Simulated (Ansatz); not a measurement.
Crystal: NiO2.

```
Ni O
1.0
     2.79878    0.00000    0.00000
    -1.39939    2.42382    0.00000
     0.00000    0.00000    4.61827
Ni O
1 2
Direct
  0.00000 0.00000 0.50000
  0.33333 0.66667 0.29396
  0.66667 0.33333 0.70604
```

The cell comes from a database or a generator and needn't be the stable form of this composition.

- Program: Ansatz 0.2.0
- Task: relaxation of cell and atoms
- Functional: PBEsol
- Dispersion: D3(BJ)
- Potentials or basis: Ansatz PAW
- Cutoff: 420 eV (not typed: the program's choice for these potentials)
- k mesh: 11 × 11 × 6
- Occupations: fermi-dirac, width 0.05 eV
- Spin: collinear spin, ferromagnetic start
- Starting moments: [1.0, 0.0, 0.0] μB

At the start: volume 10.44 Å³/atom.

Question: Where does the relaxation end?

Answer: It ends after 11 steps and the volume is 9.55 Å³/atom (-8.5 %); space group P-3m1 (No. 164, to 0.05 Å); moment 0.00 μB per cell.

The path:
```
step  energy change (eV)  largest force (eV/Å)  volume (Å³)
   1              0.0000                0.4654        31.33
   2             -0.0269                0.2723        30.13
   3             -0.0413                0.0050        28.81
   4             -0.0386                0.0084        29.33
   5             -0.0393                0.0004        29.23
   6             -0.0312                0.0001        29.23
   7             -0.0357                0.0011        28.65
   8             -0.0352                0.0011        28.75
   9             -0.0324                0.0012        28.75
  10             -0.0331                0.0003        28.65
  11             -0.0325                0.0003        28.65
```

Final structure:
```xyz
3
Lattice="2.7800 0.0000 0.0000 -1.3900 2.4076 0.0000 0.0000 0.0000 4.2806" Properties=species:S:1:pos:R:3 pbc="T T T"
Ni    0.0000    0.0000    2.1403
O     0.0000    1.6051    1.2083
O     1.3900    0.8025    3.0724
```

Caveat: the plane-wave basis is chosen anew once the cell has moved, so the energies of steps on either side of that aren't comparable; the pressure holds a Pulay correction of +1.0 GPa for the finite cutoff; the PAW data sets come from PBE, with cores solved anew for the run's functional, which leaves a small shift of forces and pressure; the starting moments weren't kept.
